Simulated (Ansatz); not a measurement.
Input of an Ansatz 0.2.0 run:

File input.yaml:

```yaml
crystal:
  lattice:
    - [3.5432, 0.0, 0.0]
    - [-1.7716, 3.0685012107, 0.0]
    - [0.0, 0.0, 5.0388]
  atoms:
    - { symbol: Pt, position: [0.0, 0.0, 0.0] }
    - { symbol: S, position: [0.6666666667, 0.3333333333, 0.773] }
    - { symbol: S, position: [0.3333333333, 0.6666666667, 0.227] }
hamiltonian:
  xc: blyp
  pseudopotentials: { kind: paw }
  dispersion: d3bj
kpoints:
  mp_grid: { grid: [9, 9, 5] }
scf:
  occupations: { method: fermi_dirac, width: 0.05 }
output:
  forces: true
  stress: true
relax:
  f_tol: 0.01
  max_steps: 40
  cell: { stress_tol: 0.05 }
```

Potentials or basis: Ansatz PAW.

Command:

```sh
$ ansatz run input.yaml --threads 2 --pin off --max-ram 5632MiB --backend cpu --events-out ev --progress --plain --runs-dir out
```

Predict the space group after relaxing (to 0.05 Å).

P-3m1 (No. 164).

Estimate the relaxed cell.

a = 3.608 Å, b = 3.608 Å, c = 4.627 Å, α = 90.00°, β = 90.00°, γ = 120.00°.

Predict the relaxed volume.

17.38 Å³/atom.

Final structure:
```yaml
crystal:
  lattice:
    - [3.60765, 0.00000, 0.00000]
    - [-1.80382, 3.12431, 0.00000]
    - [0.00000, 0.00000, 4.62704]
  atoms:
    - { symbol: Pt, position: [0.00000, 0.00000, 0.00000] }
    - { symbol: S, position: [0.66667, 0.33333, 0.73502] }
    - { symbol: S, position: [0.33333, 0.66667, 0.26498] }
```

Caveat: the PAW data sets come from PBE, with cores solved anew for the run's functional, which leaves a small shift of forces and pressure. Spin-orbit coupling is left out, which matters for the levels of Pt.
